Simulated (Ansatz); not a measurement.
K: computed properties

These are results of DFT PBE+D3(BJ), scalar-relativistic, plane waves, PAW in Ansatz 0.2.0, not measurements.

Settings: cutoff 420 eV, Γ-centred mesh 12×12×12 on the computed 1-atom cell, Gaussian smearing of 0.10 eV; no spin polarisation.

The structure is relaxed at this level of theory with its symmetry kept. This fcc form isn't the element's structure at ambient conditions.

```cif
data_structure
_symmetry_space_group_name_H-M 'Fm-3m'
_symmetry_Int_Tables_number 225
_cell_length_a 6.5195
_cell_length_b 6.5195
_cell_length_c 6.5195
_cell_angle_alpha 90.000
_cell_angle_beta 90.000
_cell_angle_gamma 90.000
_cell_volume 277.10
loop_
_atom_site_label
_atom_site_type_symbol
_atom_site_symmetry_multiplicity
_atom_site_Wyckoff_symbol
_atom_site_fract_x
_atom_site_fract_y
_atom_site_fract_z
_atom_site_occupancy
K1 K 4 a 0.00000 0.00000 0.00000 1
```

- Space group: Fm-3m (No. 225)
- Volume per atom: 69.28 Å³
- Kohn–Sham band gap: none (metal)
- Density of states at the Fermi level: 0.76 states/eV per cell
- Löwdin character within 0.5 eV of the Fermi level: K 4s 86 %, unprojected 14 %
- Bader charges (e): K (1 in the cell) 0.03

Cost: 1 run of about 0.2 core-minutes, on Arm Neoverse V1 (shared hosts).